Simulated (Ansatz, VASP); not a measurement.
**TiO2 in VASP and in Ansatz**

```
Ti O
1.0
    -1.88489    1.88489    4.77590
     1.88489   -1.88489    4.77590
     1.88489    1.88489   -4.77590
Ti O
2 4
Direct
  0.00000 0.00000 0.00000
  0.75000 0.25000 0.50000
  0.20753 0.20753 0.00000
  0.95753 0.45753 0.50000
  0.54247 0.04247 0.50000
  0.79247 0.79247 0.00000
```

Alike in both runs: functional PBEsol; k mesh 10 × 10 × 10; occupations gaussian, width 0.02 eV; no spin polarisation.

Ansatz relaxed the structure, and its values are those at the end. VASP's run is a single point on that final structure, the one shown.

|  | VASP | Ansatz |
| --- | --- | --- |
| version | VASP 6.6.1 | Ansatz 0.2.0 |
| potentials or method | VASP PAW PBE potentials, release 64 (Ti_sv, O) | scalar-relativistic, plane waves, PAW |
| plane-wave cutoff (eV) | 520 | 420 |
| valence electrons in the cell | 48 | 48 |

VASP gave:

| Item | Value |
| --- | --- |
| gap on the k mesh at the Fermi level (eV) | 2.10 |
| least direct gap on the mesh (eV) | 2.42 |
| pressure (GPa) | 0.7 |
| rms of the force components (eV/Å) | 0.009 |

What did Ansatz give for the same quantities?

gap on the k mesh at the Fermi level (eV): 2.12; least direct gap on the mesh (eV): 2.44; pressure (GPa): 0.0; rms of the force components (eV/Å): 0.000.

The functional is the same, so the differences come from potentials, cutoffs and numerics.

Caveats: the PAW data sets were made with another functional, which shifts forces and pressure a little (VASP). A k mesh can miss the band edges.
